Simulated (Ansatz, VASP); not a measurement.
**Two plane-wave programs on CuO**

```
Cu O
1.0
     3.15819    0.00000    0.00000
    -1.57910    2.73508    0.00000
     0.00000    0.00000    4.40175
Cu O
2 2
Direct
  0.00000 0.00000 0.00000
  0.00000 0.00000 0.50000
  0.33333 0.66667 0.25000
  0.66667 0.33333 0.75000
```

Measurements of this composition are mostly on another form, of space group No. 15.

Alike in both runs: task single point; functional PBE; k mesh 10 × 10 × 6; occupations fermi-dirac, width 0.05 eV; no spin polarisation.

|  | VASP | Ansatz |
| --- | --- | --- |
| version | VASP 6.6.1 | Ansatz 0.2.0 |
| potentials or method | VASP PAW PBE potentials, release 64 (Cu, O) | Ansatz PAW |
| plane-wave cutoff (eV) | 520 | 420 |
| valence electrons in the cell | 34 | 50 |

|  | VASP | Ansatz | Ansatz less VASP |
| --- | --- | --- | --- |
| gap on the k mesh at the Fermi level (eV) | none | none | - |
| pressure (GPa) | 10.7 | 10.3 | -0.42 |
| largest component of the traceless stress (GPa) | 33.13 | 32.89 | -0.240 |

A gap of «none» marks a metal or a gap that the smearing closes. The two sets of potentials don't hold the same shells in valence.

Caveats: the run has no spin polarisation, though such a crystal can be magnetic; semilocal functionals often make such compounds metallic where correlation or magnetic order opens a gap, which also shifts bond lengths; the pressure holds a Pulay correction of +0.8 GPa for the finite cutoff (Ansatz).
